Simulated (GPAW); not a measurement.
# zinc-blende (ZnS)₁₋ₓ(CdS)ₓ at x = 0: the S K absorption edge

Aim: the S K edge in zinc-blende (ZnS)₁₋ₓ(CdS)ₓ at x = 0, one member of a composition series.

Program: GPAW 26.7.0. Level of theory: X-ray absorption from dipole matrix elements to empty bands, plane-wave PAW PBE. Results are calculated unless marked as measured.

## 1. Set-up

The structure is cubic, space group F-43m (No. 216). The conventional cell has a = 5.410 Å, b = 5.410 Å, c = 5.410 Å, α = 90.00°, β = 90.00°, γ = 90.00°. Nearest to Zn lie 4 S at 2.34 Å. Nearest to S lie 4 Zn at 2.34 Å. 16-atom zinc-blende cell, 0 of 8 Zn sites taken by Cd at random, lattice constants typed for the ends and interpolated (Vegard). Farther neighbours and most contacts between anions are not listed.

Coordinates:

```cif
data_structure
_symmetry_space_group_name_H-M 'P 1'
_symmetry_Int_Tables_number 1
_cell_length_a 7.6509
_cell_length_b 7.6509
_cell_length_c 7.6509
_cell_angle_alpha 60.000
_cell_angle_beta 60.000
_cell_angle_gamma 60.000
_cell_volume 316.68
loop_
_atom_site_label
_atom_site_type_symbol
_atom_site_fract_x
_atom_site_fract_y
_atom_site_fract_z
_atom_site_occupancy
Zn1 Zn 0.00000 0.00000 0.00000 1
S2 S 0.12500 0.12500 0.12500 1
Zn3 Zn 0.00000 0.00000 0.50000 1
S4 S 0.12500 0.12500 0.62500 1
Zn5 Zn 0.00000 0.50000 0.00000 1
S6 S 0.12500 0.62500 0.12500 1
Zn7 Zn 0.00000 0.50000 0.50000 1
S8 S 0.12500 0.62500 0.62500 1
Zn9 Zn 0.50000 0.00000 0.00000 1
S10 S 0.62500 0.12500 0.12500 1
Zn11 Zn 0.50000 0.00000 0.50000 1
S12 S 0.62500 0.12500 0.62500 1
Zn13 Zn 0.50000 0.50000 0.00000 1
S14 S 0.62500 0.62500 0.12500 1
Zn15 Zn 0.50000 0.50000 0.50000 1
S16 S 0.62500 0.62500 0.62500 1
```

## 2. The field without a hole

A plain self-consistent run shows whether there is a gap, which decides the set-up of the core-hole run.

Input file scf.py:

```python
import numpy as np
from ase import Atoms
from ase.parallel import parprint, paropen
from gpaw import GPAW, PW, FermiDirac, Mixer, MixerDif, setup_paths
from gpaw.test import gen
setup_paths.insert(0, '.')
gen('S', name='nch1s', xcname='PBE', corehole=(1, 0, 0), write_xml=True)
from gpaw.mpi import world
world.barrier()

atoms = Atoms('ZnSZnSZnSZnSZnSZnSZnSZnS',
    cell=[[0, 5.41, 5.41],
     [5.41, 0, 5.41],
     [5.41, 5.41, 0]],
    scaled_positions=[[0, 0, 0],
     [0.125, 0.125, 0.125],
     [0, 0, 0.5],
     [0.125, 0.125, 0.625],
     [0, 0.5, 0],
     [0.125, 0.625, 0.125],
     [0, 0.5, 0.5],
     [0.125, 0.625, 0.625],
     [0.5, 0, 0],
     [0.625, 0.125, 0.125],
     [0.5, 0, 0.5],
     [0.625, 0.125, 0.625],
     [0.5, 0.5, 0],
     [0.625, 0.625, 0.125],
     [0.5, 0.5, 0.5],
     [0.625, 0.625, 0.625]],
    pbc=True)
atoms.calc = calc = GPAW(legacy_gpaw=True, mode=PW(400, force_complex_dtype=True), xc='PBE', setups={1: 'nch1s'},
    kpts={'size': (4, 4, 4), 'gamma': True}, occupations=FermiDirac(0.05),
    charge=0, mixer=Mixer(0.1, 5, 50), maxiter=150,
    convergence={'density': 0.0001, 'eigenstates': 1e-6}, txt='scf.txt')
energy = atoms.get_potential_energy() + calc.get_reference_energy()
ef = calc.get_fermi_level()
out = dict(energy=energy, fermi=ef, forces=atoms.get_forces().tolist())
parprint(f'all-electron energy {energy:.4f} eV, Fermi level {ef:.4f} eV')
ev = np.array([[calc.get_eigenvalues(k, s) for k in range(len(calc.get_ibz_k_points()))] for s in range(calc.get_number_of_spins())])
out['homo'], out['lumo'], out['counts'] = ev[ev < ef].max(), ev[ev > ef].min(), sorted(set((ev < ef).sum((0, 2)).tolist()))
out['filled'] = (ev[:, 0] < ef).sum(1).tolist()
import json
with paropen('out.json', 'w') as f:
    json.dump(out, f)
```

The run is started by

```console
> OMP_NUM_THREADS=1 mpirun -n 4 gpaw python scf.py
```

Numbers of over 12 decimals in the logs are rounded to 6 here.

Output:

```text
Input parameters:
  convergence: {density: 0.0001,
                eigenstates: 1e-06}
  kpts: {gamma: True,
         size: (4, 4, 4)}
  maxiter: 150
  mixer: {backend: pulay,
          beta: 0.1,
          method: separate,
          nmaxold: 5,
          weight: 50}
  mode: {ecut: 400.0,
         force_complex_dtype: True,
         name: pw}
  occupations: {fixmagmom: False,
                name: fermi-dirac,
                width: 0.05}
  setups: {1: nch1s}
  xc: PBE

Initialize ...

[... PAW data sets ...]

Reference energy: -477751.572705  # eV

Spin-paired calculation

[... convergence settings ...]
Symmetries present (total): 6
  [... symmetry matrices ...]

64 k-points: 4 x 4 x 4 Monkhorst-Pack grid + [1/8,1/8,1/8]
13 k-points in the irreducible part of the Brillouin zone
       k-points in crystal coordinates                weights
   0:     0.00000000    0.00000000    0.00000000          1/64
   1:     0.25000000    0.00000000   -0.25000000          6/64
   2:     0.25000000    0.00000000    0.00000000          6/64
   3:     0.25000000    0.25000000   -0.25000000          6/64
   4:     0.25000000    0.25000000    0.00000000          6/64
   5:     0.25000000    0.25000000    0.25000000          2/64
   6:     0.50000000    0.00000000    0.00000000          3/64
   7:     0.50000000    0.25000000   -0.25000000          6/64
   8:     0.50000000    0.25000000    0.00000000         12/64
   9:     0.50000000    0.25000000    0.25000000          6/64
          ...
  12:     0.50000000    0.50000000    0.50000000          1/64

Wave functions: Plane wave expansion
  Cutoff energy: 400.000 eV
  Number of coefficients (min, max): 5720, 5780
  Pulay-stress correction: 0.000000 eV/Ang^3 (de/decut=0.000000)
  Using FFTW library
  Wavefunction extrapolation:
    Improved wavefunction reuse through dual PAW basis

Occupation numbers: Fermi-Dirac:
  width: 0.0500  # eV

Eigensolver
   Davidson(niter=2)

Densities:
  Coarse grid: 36*36*36 grid
  Fine grid: 72*72*72 grid
  Total Charge: 0.000000

Density mixing:
  Method: separate
  Backend: pulay
  Linear mixing parameter: 0.1
  old densities: 5
  Width of damping distribution: 1.1
  Damping of long wavelength oscillations: 50

[... Hamiltonian set-up ...]
Number of atoms: 16
Number of atomic orbitals: 104
Number of bands in calculation: 91
Number of valence electrons: 144
Bands to converge: occupied

... initialized

Initializing position-dependent things.

Density initialized from atomic densities
Creating initial wave functions:
  91 bands from LCAO basis set

                            S
                    S
                        Zn
                     S
               Zn
             S   Zn       S

         Zn       S   Zn
                    S
              Zn
           S
               Zn
       Zn

Atomic positions and initial magnetic moments

Positions:
   0 Zn     0.000000    0.000000    0.000000    ( 0.0000,  0.0000,  0.0000)
   1 S      1.352500    1.352500    1.352500    ( 0.0000,  0.0000,  0.0000)
   2 Zn     2.705000    2.705000    0.000000    ( 0.0000,  0.0000,  0.0000)
   3 S      4.057500    4.057500    1.352500    ( 0.0000,  0.0000,  0.0000)
   4 Zn     2.705000    0.000000    2.705000    ( 0.0000,  0.0000,  0.0000)
   5 S      4.057500    1.352500    4.057500    ( 0.0000,  0.0000,  0.0000)
   6 Zn     5.410000    2.705000    2.705000    ( 0.0000,  0.0000,  0.0000)
[...]
13 S      4.057500    4.057500    6.762500    ( 0.0000,  0.0000,  0.0000)
  14 Zn     5.410000    5.410000    5.410000    ( 0.0000,  0.0000,  0.0000)
  15 S      6.762500    6.762500    6.762500    ( 0.0000,  0.0000,  0.0000)

Unit cell:
           periodic     x           y           z      points  spacing
  1. axis:    yes    0.000000    5.410000    5.410000    36     0.1735
  2. axis:    yes    5.410000    0.000000    5.410000    36     0.1735
  3. axis:    yes    5.410000    5.410000    0.000000    36     0.1735

  Lengths:   7.650895   7.650895   7.650895
  Angles:   60.000000  60.000000  60.000000

Effective grid spacing dv^(1/3) = 0.1893

iter:   1   -56.367653
iter:   2   -56.329289   -0.17  -1.17
iter:   3   -54.893205   -0.95  -1.24
iter:   4   -55.024500   -1.45  -1.58
iter:   5   -55.589492   -1.31  -1.64
iter:   6   -55.121512   -1.84  -1.89
iter:   7   -54.998406   -2.31  -2.38
iter:   8   -54.985725   -2.91  -2.68
iter:   9   -54.985339c  -3.44  -2.97
iter:  10   -54.983568c  -3.03  -3.07
iter:  11   -54.981030c  -3.97  -3.37
iter:  12   -54.981043c  -4.28  -3.97
iter:  13   -54.981048c  -4.59  -4.20c
iter:  14   -54.981062c  -4.78  -4.36c
iter:  15   -54.981067c  -4.95  -4.55c
iter:  16   -54.981073c  -5.09  -4.63c
iter:  17   -54.981075c  -5.25  -4.71c
iter:  18   -54.981077c  -5.41  -4.85c
iter:  19   -54.981079c  -5.53  -4.94c
iter:  20   -54.981079c  -5.71  -5.02c
iter:  21   -54.981080c  -5.85  -5.14c
iter:  22   -54.981080c  -6.04c -5.19c

Converged after 22 iterations.

Dipole moment: (-23.935168, -23.935168, -23.935168) |e|*Ang

Energy contributions relative to reference atoms: (reference = -477751.572705)

Kinetic:        +90.896688
Potential:      -76.898812
External:        +0.000000
XC:             -69.077966
Entropy (-ST):   -0.000000
Local:           +0.099009
SIC:             +0.000000
--------------------------
Free energy:    -54.981080
Extrapolated:   -54.981080

Showing only first 2 kpts
 Kpt  Band  Eigenvalues  Occupancy
  0    70      3.71686    2.00000
  0    71      3.71686    2.00000
  0    72      5.80671    0.00000
  0    73      7.01423    0.00000

  1    70      2.86906    2.00000
  1    71      3.51608    2.00000
  1    72      7.40975    0.00000
  1    73      7.78679    0.00000

Fermi level: 4.74817

Gap: 2.090 eV
Transition (v -> c):
  (s=0, k=0, n=71, [0.00, 0.00, 0.00]) -> (s=0, k=0, n=72, [0.00, 0.00, 0.00])
No difference between direct/indirect transitions

Forces in eV/Ang:
  0 Zn    0.00001    0.00001    0.00001
  1 S     0.00003    0.00003    0.00003
  2 Zn   -0.00001   -0.00001    0.00001
  3 S     0.00002    0.00002    0.00006
  4 Zn   -0.00001    0.00001   -0.00001
  5 S     0.00002    0.00006    0.00002
  6 Zn   -0.00002    0.00001    0.00001
[...]
13 S     0.00002    0.00002   -0.00002
 14 Zn   -0.00001   -0.00001   -0.00001
 15 S     0.00000    0.00000    0.00000
Scalar-relativistic atomic PBE calculation for S (Sulfur, Z=16)
Core hole in 1s state (1s occupation: 2.0)
450 radial gridpoints.
|------------------------------------------------|
|------------------------------------------------|
[... the atom generator's iteration count ...]

Energy contributions:
-------------------------
Kinetic:     +400.475044
XC:           -25.464799
Potential:   -774.020431
-------------------------
Total:       -399.010186

state      eigenvalue         ekin         rmax
-----------------------------------------------
1s^2.0 :   -88.400017   122.217219        0.063
2s^2.0 :    -7.779192    18.562705        0.388
2p^6.0 :    -5.751522    17.633089        0.326
3s^2.0 :    -0.634076     2.729428        1.412
3p^4.0 :    -0.257545     1.914451        1.605
-----------------------------------------------
(units: Bohr and Hartree)

Generating PAW setup
Kinetic energy of the core from tauc = 388.45302198035
Cutoffs:
rc(s)=1.840
rc(p)=1.850
rc(d)=1.700
rc(vbar)=1.720
rc(comp)=1.430
rc(nct)=1.850

Kinetic energy of the core states: 387.358382
Charge: 0.0
Core electrons: 10.0
Valence electrons: 6.0
Pseudo-core charge: 0.058697
Shape function alpha=4.890
Pseudo-electron charge 6.443685
state    eigenvalue         norm
--------------------------------
3s(2) :    -0.634076     1.192540
*s    :     0.365924
3p(4) :    -0.257545     0.999977
*p    :     0.742455
*d    :     0.000000
--------------------------------

Diagonalizing with gridspacing h=0.050

state   all-electron     PAW
-------------------------------
3s:      -0.634076    -0.634693
3p:      -0.257545    -0.257957
*d:                    0.042231
*f:                    0.074234
-------------------------------
all-electron energy -477806.5538 eV, Fermi level 4.7482 eV
```

Run time: 2 min. Hardware: 4 MPI ranks of Arm Neoverse V1, shared host; peak memory 0.33 GiB.

The mesh shows a gap of 2.09 eV. The excited electron is kept all the same, so that all members of the series, with or without a gap, are treated alike.

## 3. Cell without a hole, the energy reference

The photon energy needs a difference of total energies, so the cell and mesh of the coming hole run are first run without a hole.

scf.py, as its differences from that of step 2:

```diff
@@ -32,3 +32,3 @@
 atoms.calc = calc = GPAW(legacy_gpaw=True, mode=PW(400, force_complex_dtype=True), xc='PBE', setups={1: 'nch1s'},
-    kpts={'size': (4, 4, 4), 'gamma': True}, occupations=FermiDirac(0.05),
+    kpts={'size': (3, 3, 3), 'gamma': True}, occupations=FermiDirac(0.02),
     charge=0, mixer=Mixer(0.1, 5, 50), maxiter=150,
```

Output:

```text
Input parameters:
  convergence: {density: 0.0001,
                eigenstates: 1e-06}
  kpts: {gamma: True,
         size: (3, 3, 3)}
  maxiter: 150
  mixer: {backend: pulay,
          beta: 0.1,
          method: separate,
          nmaxold: 5,
          weight: 50}
  mode: {ecut: 400.0,
         force_complex_dtype: True,
         name: pw}
  occupations: {fixmagmom: False,
                name: fermi-dirac,
[...]
3s(2) :    -0.634076     1.192540
*s    :     0.365924
3p(4) :    -0.257545     0.999977
*p    :     0.742455
*d    :     0.000000
--------------------------------

Diagonalizing with gridspacing h=0.050

state   all-electron     PAW
-------------------------------
3s:      -0.634076    -0.634693
3p:      -0.257545    -0.257957
*d:                    0.042231
*f:                    0.074234
-------------------------------
all-electron energy -477806.5263 eV, Fermi level 4.3626 eV
[key lines of the parts left out:]
Converged after 18 iterations.
Dipole moment: (-23.926551, -23.926551, -23.926551) |e|*Ang
Free energy:    -54.953596
Fermi level: 4.36257
```

Wall time 43 s (4 MPI ranks); peak memory 0.26 GiB.

Reference energy: -477806.526 eV with the cores included.

(Continued in part 2 of 2.)

[Banner, clock and machine lines of the logs are left out without a mark of their own.]

[Logs are printed without paths, hosts, clocks, repeated set-up lines and the standing remarks that a program may print on its own settings, such as how far it seeks lower states.]

[Hosts, paths, dates, database ids (printed as entryN), source tags and the programs' standing remarks are cut or masked in the printed files.]

[Lists of maxima count a maximum above −3 eV only where it reaches 4 % of the highest in the window and stands out from its surroundings by 2 % of it (1.5 % where it reaches 55 %); shoulders and weaker maxima are passed over, and of the rest the first, up to two pre-edge ones and the few strongest are named.]
